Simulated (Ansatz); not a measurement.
# Deforming Pd

```
CELL_PARAMETERS angstrom
2.61292 0.00000 0.00000
0.00000 2.61292 0.00000
0.00000 0.00000 2.61292
ATOMIC_POSITIONS crystal
Pd 0.00000 0.00000 0.00000
```

The structure comes from a relaxation in the same program, started in the sc type, and has space group Pm-3m. Whether it is a known phase or the ground state wasn't checked.

Spin polarisation is left out, and whether a magnetic state lies lower isn't shown here.

Theory: Ansatz 0.2.0, DFT, PBE, all-electron PAW with datasets made for the crystal, scalar-relativistic.

Numerical set-up: a Γ-centred 13×13×13 k mesh, Fermi–Dirac smearing of 0.03 eV, cutoff 300 eV (chosen by the program for this cell), no spin polarisation.

The unchanged cell is at -0.08 GPa.

In a metal, stresses and small energies carry noise from the k mesh.

x, y and z are the Cartesian axes of the cell as listed; fractional coordinates follow a strain, and an engineering shear is twice the off-diagonal strain component.

(1) With this change (z strained by -2 % at fixed volume), what becomes of the energy and stress?

(2) With this change (z strained by -1 % at fixed volume), what becomes of the energy and stress?

## Answers

(1) Energy change +10 meV/atom; stress change (xx, yy, zz, yz, xz, xy) -2.60, -2.60, 6.12, 0.00, 0.00, 0.00 GPa, compression positive.

(2) Energy change +2 meV/atom; stress change (xx, yy, zz, yz, xz, xy) -1.34, -1.34, 2.91, 0.00, 0.00, 0.00 GPa, compression positive.
